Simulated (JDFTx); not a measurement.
# LiH under changes of volume

One of the cells (8.449 Å³/atom); the others are scaled copies at fixed shape and fractional positions:

```
Li H
1.0
     0.00000    2.03675    2.03675
     2.03675    0.00000    2.03675
     2.03675    2.03675    0.00000
Li H
1 1
Direct
  0.00000 0.00000 0.00000
  0.50000 0.50000 0.50000
```

```yaml
Program: JDFTx 1.7.0 (patched build)
Functional: r2SCAN
Potentials_or_basis: SG15-PBE-1.2 with smoothed tails
Cutoff: 1088 eV
Density_cutoff: 8708 eV
k_mesh: 11 × 11 × 11
Occupations: fermi-dirac, width 0.05 eV
Spin: no spin polarisation
```

| volume (Å³/atom) | energy over the lowest point (meV/atom) | pressure (GPa) | gap on the mesh (eV) |
| --- | --- | --- | --- |
| 7.942 | ? | ? | ? |
| 8.111 | 0.00 | 0.0 | 3.86 |
| 8.280 | 0.28 | -0.7 | 3.87 |
| 8.449 | 1.29 | -1.3 | 3.87 |
| 8.618 | 2.96 | -1.9 | 3.88 |
| 8.787 | 5.24 | -2.5 | 3.89 |
| 8.956 | 8.08 | -3.0 | 3.89 |

What does the run at 7.942 Å³/atom give?

Energy over the lowest point 0.51 meV/atom; pressure 0.8 GPa; gap on the mesh 3.85 eV.

Worked out: A Birch-Murnaghan fit of order 3 (a polynomial in V^(-2/3)) to the other rows has its minimum at 8.13 Å³/atom with B0 = V·E''(V) = 36 GPa and B' = 3.2. It gives 0.51 meV/atom at 7.942 Å³/atom, against the run's 0.51, and -dE/dV = 0.9 GPa, against 0.8. A straight line through the other rows of the gap, of slope 0.317 eV per unit of ln V (its deformation potential), extrapolates to 3.85 eV, against the run's 3.85.

Energies are extrapolated to zero smearing.

Caveats: the potentials were made for another functional, which shifts forces and pressure; an odd mesh through Γ misses points on the zone boundary, where band edges often lie.
